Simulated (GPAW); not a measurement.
Crystal: SnO2.

```
Sn O
1.0
     1.61709    0.93363    4.80059
    -1.61709    0.93363    4.80059
     0.00000   -1.86726    4.80059
Sn O
1 2
Direct
  0.50000 0.50000 0.50000
  0.76283 0.76283 0.76283
  0.23717 0.23717 0.23717
```

Measurements of this composition are mostly on another form, of space group No. 136.

Base run:

* Program: GPAW 26.7.0
* Functional: LDA
* Potentials or basis: the program's PAW data sets (release 1.2.1) made for this functional
* Cutoff: 800 eV
* Basis: pw
* k mesh: 6 × 6 × 6
* Occupations: fermi-dirac, width 0.05 eV
* Spin: no spin polarisation

Its results: band gap on the k mesh 1.79 eV, indirect (least direct gap 1.91 eV); pressure -10.6 GPa; largest force 0.786 eV/Å.

**Question.** After a change of settings the same cell gave: band gap on the k mesh 2.47 eV, indirect (least direct gap 2.58 eV); pressure -8.0 GPa; largest force 0.697 eV/Å. Which change was it?
A. functional from LDA to r2SCAN; potentials or basis from the program's PAW data sets (release 1.2.1) made for this functional to GPAW PAW data sets (gpaw-data 1.2.1)
B. cutoff from 800 eV to 600 eV; k mesh from 6 × 6 × 6 to 8 × 8 × 8
C. functional from LDA to PBEsol; potentials or basis from the program's PAW data sets (release 1.2.1) made for this functional to PAW data sets generated in the run's folder for this functional

**Answer.** A.

Caveats: spin-orbit coupling is left out, which moves the levels of the heavy elements; the PAW data sets were made with another functional, which shifts forces and pressure a little (some runs).

Not every run made on this cell is shown here.
